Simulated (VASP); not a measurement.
# From an Ansatz input to VASP: BaS (strained rocksalt)

Ansatz input

```yaml
crystal:
  lattice:
    - [0.0, 3.3438006843, 3.1667615655]
    - [3.3438006843, 0.0, 3.1667615655]
    - [3.3438006843, 3.3438006843, 0.0]
  atoms:
    - { symbol: Ba, position: [0.0, 0.0, 0.0] }
    - { symbol: S, position: [0.5, 0.5, 0.5] }
kpoints:
  mp_grid: { grid: [8, 8, 8] }
  band_path:
    path:
      - [0.0, 0.0, 0.0]
      - [0.5, 0.0, 0.5]
      - [0.625, 0.25, 0.625]
      - [0.375, 0.375, 0.75]
      - [0.5, 0.5, 0.5]
      - [0.5, 0.25, 0.75]
    npoints: 1
hamiltonian:
  xc: pbe
scf:
  occupations: { method: fermi_dirac, width: 0.02 }
  n_extra_bands: 4
output:
  forces: true
  stress: true
  eigenvalues: true
```

**Question.** Translate this input to VASP.

**Answer.** 

INCAR

```
EDIFF = 1E-7
PREC = Accurate
GGA = PE
LASPH = .TRUE.
SIGMA = 0.02
NBANDS = 15
LWAVE = .FALSE.
IBRION = -1
LELF = .TRUE.
NELM = 120
LREAL = .FALSE.
LCHARG = .TRUE.
NSW = 0
ISIF = 2
ISMEAR = -1
ENCUT = 520
```

KPOINTS

```
KPOINTS created by Atomic Simulation Environment
0
Gamma
8 8 8
0 0 0
```

KPOINTS_OPT

```
special points
6
Reciprocal
0.0000000000 0.0000000000 0.0000000000 1
0.5000000000 0.0000000000 0.5000000000 1
0.6250000000 0.2500000000 0.6250000000 1
0.3750000000 0.3750000000 0.7500000000 1
0.5000000000 0.5000000000 0.5000000000 1
0.5000000000 0.2500000000 0.7500000000 1
```

POSCAR

```
Ba S
 1.0000000000000000
     0.0000000000000000    3.3438006843000001    3.1667615654999999
     3.3438006843000001    0.0000000000000000    3.1667615654999999
     3.3438006843000001    3.3438006843000001    0.0000000000000000
 Ba  S
   1   1
Cartesian
  0.0000000000000000  0.0000000000000000  0.0000000000000000
  3.3438006842999997  3.3438006842999997  3.1667615654999994
```

VASP ran with the recommended PBE PAW datasets (16 valence electrons in the cell). Other inputs would serve too.

```csv
,Ansatz,VASP
gap between bands v and c,2.19 eV,2.10 eV
least direct gap,2.36 eV,2.30 eV
pressure,-2.0 GPa,-1.6 GPa
```

Datasets and cutoffs are each program's own. VASP's cell holds 16 valence electrons and Ansatz's 16. Ansatz's stress includes a Pulay correction; VASP's doesn't.
